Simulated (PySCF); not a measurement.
# Basis set benchmark on one molecule

Molecule: SMILES C1=C(O)C=CC=C1, C6H6O.

Geometry:
```csv
atom,x (Å),y (Å),z (Å)
O1,2.371,-0.288,0.044
C2,1.024,-0.199,0.031
C3,0.292,-1.391,-0.009
C4,-1.098,-1.350,-0.023
C5,-1.776,-0.130,0.002
C6,-1.044,1.054,0.042
C7,0.349,1.026,0.056
H8,2.746,0.599,0.071
H9,0.836,-2.338,-0.028
H10,-1.659,-2.287,-0.055
H11,-2.868,-0.105,-0.009
H12,-1.559,2.018,0.062
H13,0.920,1.959,0.087
```

Geometry PBE0-D3(BJ)/def2-SVP throughout; GIAO in PySCF 2.14.0 with density-fitted response routines, gas phase, one conformer, non-relativistic; equivalent atoms averaged; functional PBE0.

Reference values (measured; solution, CCl4, 309 K; Shapiro, Mohrmann, J. Phys. Chem. Ref. Data 1977, 6, 919): δ(H9/H13) = 6.73 ppm, δ(H10/H12) = 7.09 ppm, δ(H11) = 6.82 ppm. Computed shifts are taken against TMS, calculated as an isolated molecule at each level.

How do the basis sets STO-3G, pcSseg-0, 6-31G, 6-31G*, cc-pVDZ, def2-SVP, pcSseg-1, aug-cc-pVDZ, 6-311+G(2d,p), def2-TZVP, cc-pVTZ, IGLO-III perform against the reference? Times are CPU seconds on shared hosts with different chips, so compare them loosely.

Results:


```
    basis set  functions  H9/H13  H10/H12   H11  mean abs. error H  core-s
       STO-3G         41    6.20     6.89  6.57               0.33     3.5
     pcSseg-0         75    6.59     7.27  6.85               0.12     5.8
        6-31G         75    6.60     7.28  6.92               0.14     6.8
       6-31G*        110    6.43     7.17  6.75               0.15      10
      cc-pVDZ        128    6.52     7.16  6.78               0.11      20
     def2-SVP        128    6.50     7.11  6.67               0.13      16
     pcSseg-1        149    6.75     7.33  6.94               0.13      11
  aug-cc-pVDZ        215    6.87     7.46  7.08               0.26      37
6-311+G(2d,p)        225    6.86     7.43  7.04               0.23      28
    def2-TZVP        253    6.82     7.45  7.04               0.22      52
      cc-pVTZ        294    6.80     7.41  7.03               0.20      66
     IGLO-III        305    6.86     7.43  7.04               0.23      75
```

For ¹H the closest is cc-pVDZ (0.11 ppm, with pcSseg-0, pcSseg-1, def2-SVP practically level) and the furthest STO-3G (0.33 ppm). Where a smaller basis beats a larger one, errors probably cancel. One molecule is a small sample, and vibrational and solvent effects are absent from the calculation.

A small basis that lands close on one nucleus may do so by chance; judge by the trend and by all nuclei.
